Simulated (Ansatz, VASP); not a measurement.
# Two plane-wave programs on ZrS

The input INCAR:

```
PREC     = Accurate       # precision mode
ENCUT    = 520            # plane-wave cutoff, eV
EDIFF    = 1E-7           # SCF threshold, eV
ISMEAR   = -1             # smearing method
SIGMA    = 0.05           # smearing width, eV
LREAL    = False          # projectors in reciprocal space
LASPH    = True           # aspherical terms in the spheres
NELM     = 80             # most SCF steps
ALGO     = Normal         # electronic algorithm
ISIF     = 2              # what is computed and relaxed
LWAVE    = False          # write WAVECAR
LCHARG   = False          # write CHGCAR
GGA      = PS             # functional
NBANDS   = 16             # bands
```

Contents of KPOINTS:

```
Automatic mesh
0
Gamma
  9 9 9
```

The input POSCAR:

```
ZrS
1.0
    0.0000000000      2.6764836589      2.6764836589
    2.6764836589      0.0000000000      2.6764836589
    2.6764836589      2.6764836589      0.0000000000
Zr S
1 1
Direct
    0.0000000000      0.0000000000      0.0000000000
    0.5000000000      0.5000000000      0.5000000000
```

Contents of input.yaml:

```yaml
crystal:
  lattice:
    - [0.0, 2.6764836589, 2.6764836589]
    - [2.6764836589, 0.0, 2.6764836589]
    - [2.6764836589, 2.6764836589, 0.0]
  atoms:
    - { symbol: Zr, position: [0.0, 0.0, 0.0] }
    - { symbol: S, position: [0.5, 0.5, 0.5] }
hamiltonian:
  xc: pbesol
  pseudopotentials: { kind: paw }
kpoints:
  mp_grid: { grid: [9, 9, 9] }
scf:
  occupations: { method: fermi_dirac, width: 0.05 }
output:
  forces: true
  stress: true
  eigenvalues: true
```

Change from the starting cell: volume scaled by 1.06.

Alike in both runs: task single point; functional PBEsol; k mesh 9 × 9 × 9; occupations fermi-dirac, width 0.05 eV; no spin polarisation.

```csv
,VASP,Ansatz
version,VASP 6.6.1,Ansatz 0.2.0
potentials or method,"VASP PAW PBE potentials, release 64 (Zr_sv, S)",Ansatz PAW
plane-wave cutoff (eV),520,420
valence electrons in the cell,18,18
```

Ansatz gave:

- gap on the k mesh at the Fermi level (eV): none
- pressure (GPa): -12.5

Estimate VASP's values.

gap on the k mesh at the Fermi level (eV): none; pressure (GPa): -12.3.

A gap of «none» marks a metal or a gap that the smearing closes. The functional is the same, so the differences come from potentials, cutoffs and numerics.

Caveats: the PAW data sets were made with another functional, which shifts forces and pressure a little (VASP); the PAW data sets come from PBE, with cores solved anew for the run's functional, which leaves a small shift of forces and pressure (Ansatz).
